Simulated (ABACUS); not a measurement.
The system is BAs.

```
As B
1.0
    -2.38850    0.00000    2.38850
     0.00000    2.38850    2.38850
    -2.38850    2.38850    0.00000
As B
1 1
Direct
  0.25000 0.25000 0.25000
  0.00000 0.00000 0.00000
```

Base run:

| Item | Value |
| --- | --- |
| Program | ABACUS 3.10.1 |
| Functional | RPBE |
| Potentials or basis | SPMS ONCV 1.0 PBE |
| Cutoff | 1143 eV |
| Density cutoff | 4572 eV |
| Basis | plane waves |
| k mesh | 8 × 8 × 8 |
| Occupations | fermi-dirac, width 0.05 eV |
| Spin | no spin polarisation |

Its results: band gap on the k mesh 1.25 eV, indirect (least direct gap 3.32 eV); pressure 5.1 GPa.

**Question.** The run is repeated on the same cell with these changes: functional from RPBE to PBEsol; potentials or basis from SPMS ONCV 1.0 PBE to PseudoDojo NC SR 0.4.1 PBEsol standard. What comes out?

**Answer.** Band gap on the k mesh 1.11 eV, indirect (least direct gap 3.25 eV); pressure -0.7 GPa.

Caveats: the potentials were made for another functional, which shifts forces and pressure (some runs).

A k mesh can miss the band edges.

Not every run made on this cell is shown here.
